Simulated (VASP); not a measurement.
# As in VASP: work function with PBE

Aim: the work function of As with PBE.

Program: VASP 6.6.1. These are calculated values, not measurements. Logs are shortened: lines on timing, memory, paths and dates and some standing lists are left out, and cuts for length are marked.

## (1) The cell of the first run

The cell holds a slab with vacuum, 8 atoms: a = 3.759 Å, b = 4.106 Å, c = 23.540 Å, α = 90.00°, β = 90.00°, γ = 90.00°.

The slab is cut from a database's or a generator's crystal, which needn't be the stable form of the element.

## (2) Work function, PBE (the (0 1 2) slab of As, cut from the database cell, not relaxed)

Contents of INCAR:

```
  PREC = Accurate
  ENCUT = 520
  EDIFF = 1E-7
  ISMEAR = 0
  SIGMA = 0.05
  LREAL = False
  LASPH = True
  NELM = 80
  ALGO = Normal
  ISIF = 2
  LWAVE = False
  LCHARG = True
  LDIPOL = True
  IDIPOL = 3
  DIPOL = 0.5 0.5 0.500
  GGA = PE
  LELF = True
  LVHAR = True
  LVACPOTAV = True
```

Contents of KPOINTS:

```
Automatic mesh
0
Gamma
  7 7 1
```

Contents of POSCAR:

```
As
1.0
    3.7594989150      0.0000000000      0.0000000000
    0.0000000000      4.1063207202      0.0000000000
    0.0000000000      0.0000000000     23.5396967320
As
8
Direct
    0.5000000000      0.0727867913      0.3186107317
    0.0000000000      0.6698942804      0.3291588584
    0.0000000000      0.6536804818      0.4360208683
    0.5000000000      0.2507879710      0.4465689950
    0.5000000000      0.2345741724      0.5534310050
    0.0000000000      0.8316816615      0.5639791317
    0.0000000000      0.8154678629      0.6708411416
    0.5000000000      0.4125753521      0.6813892683
```

Potentials or basis: VASP PAW PBE potentials, release 64 (As).

On the command line:

```bash
$ cat potpaw_PBE.64/As/POTCAR > POTCAR
$ mpirun -np 1 vasp_std > vasp.out
```

OUTCAR:

```text
PREC = Accurate
   ENCUT = 520
   EDIFF = 1E-7
   ISMEAR = 0
   LREAL = False
   LASPH = True
   NELM = 80
   ISIF = 2
   GGA = PE

 ion  position               nearest neighbor table
   1  0.500  0.073  0.319-   2 2.52   2 2.52
   2  0.000  0.670  0.329-   3 2.52   1 2.52   1 2.52
   3  0.000  0.654  0.436-   2 2.52   4 2.52   4 2.52
   4  0.500  0.251  0.447-   3 2.52   3 2.52   5 2.52
   5  0.500  0.235  0.553-   6 2.52   6 2.52   4 2.52
   6  0.000  0.832  0.564-   7 2.52   5 2.52   5 2.52
   7  0.000  0.815  0.671-   6 2.52   8 2.52   8 2.52
   8  0.500  0.413  0.681-   7 2.52   7 2.52

  LATTYP: Found a simple orthorhombic cell.
 ALAT       =     3.7594989150
 B/A-ratio  =     1.0922521360
 C/A-ratio  =     6.2613920802

  Lattice vectors:

 A1 = (   3.7594989150,   0.0000000000,   0.0000000000)
 A2 = (   0.0000000000,   4.1063207202,   0.0000000000)
 A3 = (   0.0000000000,   0.0000000000,  23.5396967320)

Analysis of symmetry for initial positions (statically):
=====================================================================
 Subroutine PRICEL returns:
 Original cell was already a primitive cell.

 Routine SETGRP: Setting up the symmetry group for a
 simple orthorhombic supercell.

 Subroutine GETGRP returns: Found  4 space group operations
 (whereof  2 operations were pure point group operations)
 out of a pool of  8 trial point group operations.

The static configuration has the point symmetry C_1h.
 The point group associated with its full space group is C_2h.

Analysis of symmetry for dynamics (positions and initial velocities):
=====================================================================
 Subroutine PRICEL returns:
 Original cell was already a primitive cell.

 Routine SETGRP: Setting up the symmetry group for a
 simple orthorhombic supercell.

 Subroutine GETGRP returns: Found  4 space group operations
 (whereof  2 operations were pure point group operations)
 out of a pool of  8 trial point group operations.

The dynamic configuration has the point symmetry C_1h.
 The point group associated with its full space group is C_2h.

 Subroutine INISYM returns: Found  4 space group operations
 (whereof  2 operations are pure point group operations),
 and found     1 'primitive' translations

----------------------------------------------------------------------------------------

                                     Primitive cell

  volume of cell :     363.3990

  direct lattice vectors                    reciprocal lattice vectors
     3.759498915  0.000000000  0.000000000     0.265992895  0.000000000  0.000000000
     0.000000000  4.106320720  0.000000000     0.000000000  0.243527008  0.000000000
     0.000000000  0.000000000 23.539696732     0.000000000  0.000000000  0.042481431

  length of vectors
     3.759498915  4.106320720 23.539696732     0.265992895  0.243527008  0.042481431

  position of ions in fractional coordinates (direct lattice)
     0.500000000  0.072786791  0.318610732
     0.000000000  0.669894280  0.329158858
     0.000000000  0.653680482  0.436020868
     0.500000000  0.250787971  0.446568995
     0.500000000  0.234574172  0.553431005
     0.000000000  0.831681661  0.563979132
     0.000000000  0.815467863  0.670841142
     0.500000000  0.412575352  0.681389268

  ion indices of the primitive-cell ions
   primitive index   ion index
                 1           1
                 2           2
                 3           3
                 4           4
                 5           5
                 6           6
                 7           7
                 8           8

----------------------------------------------------------------------------------------

 KPOINTS: Automatic mesh

Automatic generation of k-mesh.
 Grid dimensions read from file:
 generate k-points for:    7    7    1

 Generating k-lattice:

  Cartesian coordinates                     Fractional coordinates (reciprocal lattice)
     0.037998985  0.000000000  0.000000000     0.142857143  0.000000000  0.000000000
     0.000000000  0.034789573  0.000000000     0.000000000  0.142857143  0.000000000
     0.000000000  0.000000000  0.042481431     0.000000000  0.000000000  1.000000000

  Length of vectors
     0.037998985  0.034789573  0.042481431

  Shift w.r.t. Gamma in fractional coordinates (k-lattice)
     0.000000000  0.000000000  0.000000000

 Subroutine IBZKPT returns following result:
 ===========================================

 Found     16 irreducible k-points:

 Following reciprocal coordinates:
            Coordinates               Weight
  0.000000  0.000000  0.000000      1.000000
  0.142857  0.000000  0.000000      2.000000
  0.285714  0.000000  0.000000      2.000000
  0.428571  0.000000  0.000000      2.000000
  0.000000  0.142857  0.000000      2.000000
  0.142857  0.142857  0.000000      4.000000
[... 8 lines left out ...]
  0.285714  0.428571  0.000000      4.000000
  0.428571  0.428571  0.000000      4.000000
   k-points           NKPTS =     16   k-points in BZ     NKDIM =     16   number of bands    NBANDS=     25
   number of dos      NEDOS =    301   number of ions     NIONS =      8
   total plane-waves  NPLWV = 161280
   dimension x,y,z NGX =    28 NGY =   32 NGZ =  180
   dimension x,y,z NGXF=    56 NGYF=   64 NGZF=  360
   ions per type =               8
   NGX,Y,Z   is equivalent  to a cutoff of  12.38, 12.96, 12.71 a.u.
   NGXF,Y,Z  is equivalent  to a cutoff of  24.76, 25.91, 25.42 a.u.
 SYSTEM =  unknown system
   PREC   = accura    normal or accurate (medium, high low for compatibility)
   ISTART =      0    job   : 0-new  1-cont  2-samecut
   ICHARG =      2    charge: 1-file 2-atom 10-const
   ISPIN  =      1    spin polarized calculation?
   LNONCOLLINEAR =      F non collinear calculations
   LSORBIT =      F    spin-orbit coupling
   LASPH  =      T    aspherical Exc in radial PAW
   ENCUT  =  520.0 eV  38.22 Ry    6.18 a.u.   6.99  7.64 43.77*2*pi/ulx,y,z
   NELM   =     80;   NELMIN=  2; NELMDL= -5     # of ELM steps
   EDIFF  = 0.1E-06   stopping-criterion for ELM
   LREAL  =      F    real-space projection
   EDIFFG = 0.1E-05   stopping-criterion for IOM
   NSW    =      0    number of steps for IOM
   IBRION =     -1    ionic relax: 0-MD 1-quasi-New 2-CG
   NFREE  =      0    steps in history (QN), initial steepest desc. (CG)
   ISIF   =      2    stress and relaxation
   ISYM   =      2    0-nonsym 1-usesym 2-fastsym
   POTIM  = 0.5000    time-step for ionic-motion
   TEBEG  =    0.0;   TEEND  =   0.0 temperature during run
   PSTRESS=    0.0 pullay stress
   NELECT =      40.0000    total number of electrons
   NUPDOWN=      -1.0000    fix difference up-down
   EMIN   =  10.00;   EMAX   =-10.00  energy-range for DOS
   EFERMI =   0.00;   METHOD = LEGACY
   ISMEAR =     0;   SIGMA  =   0.05  broadening in eV -4-tet -1-fermi 0-gaus
   EFERMI_NEDOS =   21; number of points for ismear=-14 and -15
   IALGO  =     38    algorithm
   IMIX   =      4    mixing-type and parameters
     AMIX     =   0.40;   BMIX     =  1.00
     AMIX_MAG =   1.60;   BMIX_MAG =  1.00
  volume/ion in A,a.u.               =      45.42       306.54
  Fermi-wavevector in a.u.,A,eV,Ry     =   0.784573  1.482629  8.375141  0.615555
  Thomas-Fermi vector in A             =   1.888734
   LORBIT       =      0    0 simple, 1 ext, 2 COOP (PROOUT), +10 PAW based schemes
   GGA     = PE    functional components
   LHFCALC =     F    Hartree Fock is set to
   AEXX    =    0.0000 exact exchange contribution
   IVDW    =     0    specifies the selected vdW correction
   LEPSILON=     F    determine dielectric tensor
   LRPA    =     F    only Hartree local field effects (RPA)
 non-spin polarized calculation
 Gauss-broadening in eV      SIGMA  =   0.05
  energy-cutoff  :      520.00
  volume of cell :      363.40
 maximum number of plane-waves:      9822
 NGX is ok and might be reduce to    28
   NGX = 13   NGY = 15   NGZ = 87

 number of electron      40.0000005 magnetization

 dipolmoment           0.000000      0.000000     -0.000000 electrons x Angstroem

 Free energy of the ion-electron system (eV)
  ---------------------------------------------------
  ext. energy  EPLUGINS =         0.00000000
  ---------------------------------------------------
  free energy    TOTEN  =       -36.44558312 eV

  energy without entropy =      -36.44557832  energy(sigma->0) =      -36.44558072

 E-fermi :  -0.0072     XC(G=0):  -5.3185

 val. band max:       -0.1314541491   @ k =   0.0000   0.4286   0.0000
 cond. band min:       0.1170974913   @ k =   0.0000   0.4286   0.0000
 fundamental gap:      0.2485516403
 Fermi energy:        -0.0072021411

 k-point     1 :       0.0000    0.0000    0.0000
  band No.  band energies     occupation
      1     -14.6909      2.00000
      2     -13.9408      2.00000
      3     -12.9969      2.00000
      4     -12.3020      2.00000
      5      -8.9768      2.00000
      6      -7.8687      2.00000
[... 17 lines left out ...]
     24       2.3071      0.00000
     25       2.7056      0.00000

 k-point     2 :       0.1429    0.0000    0.0000
  band No.  band energies     occupation
      1     -14.5009      2.00000
      2     -13.7523      2.00000
      3     -12.8089      2.00000
      4     -12.1053      2.00000
      5      -9.3571      2.00000
      6      -8.3417      2.00000
[... 17 lines left out ...]
     24       2.7464      0.00000
     25       2.7763      0.00000
[... 362 lines left out ...]
     24       3.0228      0.00000
     25       3.6597      0.00000

 k-point    16 :       0.4286    0.4286    0.0000
  band No.  band energies     occupation
      1     -12.2998      2.00000
      2     -11.9924      2.00000
      3     -11.6827      2.00000
      4     -10.6402      2.00000
      5     -10.2263      2.00000
      6      -9.7354      2.00000
[... 17 lines left out ...]
     24       2.5907      0.00000
     25       4.3050      0.00000

------------------------ aborting loop because EDIFF is reached ----------------------------------------

  FORCE on cell =-STRESS in cart. coord.  units (eV):
  Direction    XX          YY          ZZ          XY          YZ          ZX
  --------------------------------------------------------------------------------------
  -------------------------------------------------------------------------------------
  Total        0.1769675      1.3690217      0.3303726      0.0000000     -1.3787793      0.0000000
  in kB        0.7802259      6.0358330      1.4565685      0.0000000     -6.0788532      0.0000000
  external PRESSURE =       2.7575424 kB  Pullay stress =       0.0000000 kB

 VOLUME and BASIS-vectors are now :
 -----------------------------------------------------------------------------
  energy-cutoff  :      520.00
  volume of cell :      363.40
      direct lattice vectors                 reciprocal lattice vectors
     3.759498915  0.000000000  0.000000000     0.265992895  0.000000000  0.000000000
     0.000000000  4.106320720  0.000000000     0.000000000  0.243527008  0.000000000
     0.000000000  0.000000000 23.539696732     0.000000000  0.000000000  0.042481431

 POSITION                                       TOTAL-FORCE (eV/Angst)
 -----------------------------------------------------------------------------------
      1.87975      0.29889      7.50000         0.000000     -0.229002      0.256181
      0.00000      2.75080      7.74830         0.000000      0.447132     -0.050859
      0.00000      2.68422     10.26380         0.000000      0.051164      0.172738
      1.87975      1.02982     10.51210         0.000000     -0.165186     -1.046442
      1.87975      0.96324     13.02760         0.000000      0.165186      1.046442
      0.00000      3.41515     13.27590         0.000000     -0.051164     -0.172738
      0.00000      3.34857     15.79140         0.000000     -0.447132      0.050859
      1.87975      1.69417     16.03970         0.000000      0.229002     -0.256181
 -----------------------------------------------------------------------------------
    total drift:                                0.000000      0.000001     -0.000004

  FREE ENERGIE OF THE ION-ELECTRON SYSTEM (eV)
  ---------------------------------------------------
  free  energy   TOTEN  =       -36.4455831156 eV

  energy  without entropy=      -36.4455783205  energy(sigma->0) =      -36.44558072

 vacuum level on the upper side and lower side of the slab         4.639         4.639
```

Run time: 2.8 min. Hardware: 1 thread of Intel Xeon 6975P-C (Granite Rapids), shared host; peak memory 0.41 GiB.

What came out:

| Quantity | Value |
| --- | --- |
| Free energy | -36.4456 eV |
| Largest force | 1.059 eV/Å |
| Band gap on the k mesh | none (metal or under the smearing width) |
| Work function of the upper face | 4.65 eV |
| Work function of the lower face | 4.65 eV |

Forces in eV/Å, atoms in the order of the input:
```
As   0.000 -0.229  0.256
As   0.000  0.447 -0.051
As   0.000  0.051  0.173
As   0.000 -0.165 -1.046
As   0.000  0.165  1.046
As   0.000 -0.051 -0.173
As   0.000 -0.447  0.051
As   0.000  0.229 -0.256
```
